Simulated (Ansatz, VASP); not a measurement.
One calculation of Al, two programs

INCAR

```
SYSTEM = Al
PREC     = Accurate       ! precision mode
ENCUT    = 520            ! plane-wave cutoff, eV
EDIFF    = 1E-8           ! SCF threshold, eV
ISMEAR   = -1             ! smearing method
SIGMA    = 0.08           ! smearing width, eV
LREAL    = .FALSE.        ! projectors in reciprocal space
LASPH    = .TRUE.         ! aspherical terms in the spheres
NELM     = 60             ! most SCF steps
ALGO     = Fast           ! electronic algorithm
ISIF     = 2              ! what is computed and relaxed
LWAVE    = .FALSE.        ! write WAVECAR
LCHARG   = .FALSE.        ! write CHGCAR
GGA      = PE             ! functional
LEFG     = .TRUE.       
NBANDS   = 10             ! bands
```

The input KPOINTS:

```
regular mesh
0
G
  9 9 9
  0 0 0
```

POSCAR

```
Al
1.0
    0.0000000000      3.0631333879      3.0631333879
    3.0631333879      0.0000000000      3.0631333879
    3.0631333879      3.0631333879      0.0000000000
Al
2
Direct
    0.0000000000      0.0000000000      0.0000000000
    0.2500000000      0.2500000000      0.2500000000
```

Input for Ansatz:

```yaml
crystal:
  lattice:
    - [0.0, 3.0631333879, 3.0631333879]
    - [3.0631333879, 0.0, 3.0631333879]
    - [3.0631333879, 3.0631333879, 0.0]
  atoms:
    - { symbol: Al, position: [0.0, 0.0, 0.0] }
    - { symbol: Al, position: [0.25, 0.25, 0.25] }
kpoints:
  mp_grid: { grid: [9, 9, 9] }
scf:
  occupations: { method: fermi_dirac, width: 0.08 }
hamiltonian:
  xc: pbe
  pseudopotentials: { kind: all_electron, datasets: crystal }
output:
  forces: true
  stress: true
  eigenvalues: true
  efg: { contact_densities: true }
```

Change from the starting cell: volume scaled by 1.04, crystal datasets.

Alike in both runs: task electric field gradients; functional PBE; k mesh 9 × 9 × 9; occupations fermi-dirac, width 0.08 eV; no spin polarisation.

|  | VASP | Ansatz |
| --- | --- | --- |
| version | VASP 6.6.1 | Ansatz 0.2.0 |
| potentials or method | VASP PAW PBE potentials, release 64 (Al) | all-electron PAW with datasets made for the crystal, scalar-relativistic |
| plane-wave cutoff (eV) | 520 | see its input |

|  | VASP | Ansatz | Ansatz less VASP |
| --- | --- | --- | --- |
| pressure (GPa) | -1.4 | -1.4 | -0.01 |
| Vzz of the field gradient on the site that differs most (V/Å²) | 0.0 | 0.0 | 0.00 |

Ansatz ran all-electron here, so the differences hold the error of VASP's frozen core and of both bases. Ansatz warned: «printed_levels_off».
